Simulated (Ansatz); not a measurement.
PbS: a run of Ansatz with trial settings.

```yaml
crystal:
  lattice:
    - [3.653659, 0.0, 0.0]
    - [0.0, 3.653659, 0.0]
    - [0.0, 0.0, 3.653659]
  atoms:
    - { symbol: Pb, position: [0.0, 0.0, 0.0] }
    - { symbol: S, position: [0.5, 0.5, 0.5] }
  symmetry: { detect: false }
basis: {}
kpoints:
  mp_grid: { grid: [4, 4, 4] }
hamiltonian:
  xc: pbe
  pseudopotentials: { kind: nc }
scf:
  occupations: { method: gaussian, width: 0.1 }
output:
  forces: true
  stress: true
  eigenvalues: true
```

Command:

```bash
ansatz run input.yaml --threads 1 --pin off --max-ram 1331MiB --backend cpu --events-out ev --progress --plain --runs-dir out
```

Output, shortened (HF is the Harris–Foulkes energy, dr2 the density residual in eV):

```text
Pseudopotential: Pb, nc, valence charge 14, recommended cutoff 850 eV (normal)
Pseudopotential: S, nc, valence charge 6, recommended cutoff 770 eV (normal) (PseudoDojo's, or run here from an input of PseudoDojo's: the run reads no file of this project's for it)
Crystal: 2 atoms, lattice volume = 48.774 Å³
Basis set: ecut = 850 eV, 2777 PW (Γ), exchange–correlation on 72×72×72 points (8 copies of the dense FFT grid, shifted against one another)
Bands: 14, of which v1, the nominal top of the filled ones, is band 10 counted from 1 (9 counted from 0)
Symmetry: 1 space group operations
k-points: 36 of 64 (time reversal used)
Initial density: superposition of atomic densities
SCF iter   1: HF=-2555.060149 eV  Δρ=3.64e-2  dr2=1.61e0
SCF iter   2: HF=-2554.731557 eV  Δρ=2.24e-2  dr2=3.99e-1
SCF iter   3: HF=-2554.624896 eV  Δρ=7.07e-3  dr2=1.85e-2
SCF iter   4: HF=-2554.629151 eV  Δρ=2.65e-3  dr2=2.84e-3
SCF iter   5: HF=-2554.628326 eV  Δρ=1.20e-3  dr2=5.52e-4
SCF iter   6: HF=-2554.628146 eV  Δρ=1.59e-4  dr2=8.69e-6
SCF iter   7: HF=-2554.628148 eV  Δρ=6.47e-5  dr2=1.29e-6
SCF iter   8: F=-2554.628148 eV  HF=-2554.628148 eV  Δρ=1.64e-5  dr2=9.27e-8
SCF 1 converged in 8 iterations: F = -2554.628148 eV  dr2 = 9.27e-8
SCF converged after 8 iterations
Free energy (F): -2554.628148 eV
E sigma→0 (E₀):  -2554.626437 eV
Entropy (-TS):   -0.003421 eV (-1.710 meV/atom)
Fermi energy:    9.015353 eV
--- Forces (eV/Å), atoms counted from 1 ---
  atom   1  Pb     0.00000006    -0.00000040    -0.00000081
  atom   2  S     -0.00000332    -0.00000266     0.00000236
--- Stress (GPa, compression-positive) ---
       -0.534186      -0.000003       0.000005
       -0.000003      -0.534221       0.000000
        0.000005       0.000000      -0.534253
  P = ⅓ Tr σ = -0.5342 GPa (-5.342 kbar)
```

These settings were drawn at random to show what each does; none of the numbers is a converged property of the crystal.